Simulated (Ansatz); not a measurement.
Consider CaSe in the rock salt structure (space group Fm-3m, No. 225).

```xyz
2
Lattice="0.0000 2.9343 2.9343 2.9343 0.0000 2.9343 2.9343 2.9343 0.0000" Properties=species:S:1:pos:R:3 pbc="T T T"
Ca     0.0000     0.0000     0.0000
Se     2.9343     2.9343     2.9343
```

Cartesian axes are those of the cell as printed.

All numbers come from PBEsol (Ansatz, a first-principles code), scalar-relativistic without spin-orbit coupling.

Modification: an isotropic linear strain of +2.50 %, atoms relaxed at fixed cell.

Predict the stress tensor and what it implies for the stiffness.

Stress of the strained cell less that of the base (GPa, compression positive):
```
  -3.31    0.00    0.00
   0.00   -3.31    0.00
   0.00    0.00   -3.31
```

Then B = −ΔP/(ΔV/V₀) with ΔV/V₀ = 0.0769 gives secant stiffness values (nonlinear terms included at this strain): B ≈ 43 GPa.

As a check, the harmonic strain energy −½ V₀ Δσ:ε is 20 meV/atom; the computed energy rise is 21 meV/atom.

Stability against distortions was not tested.
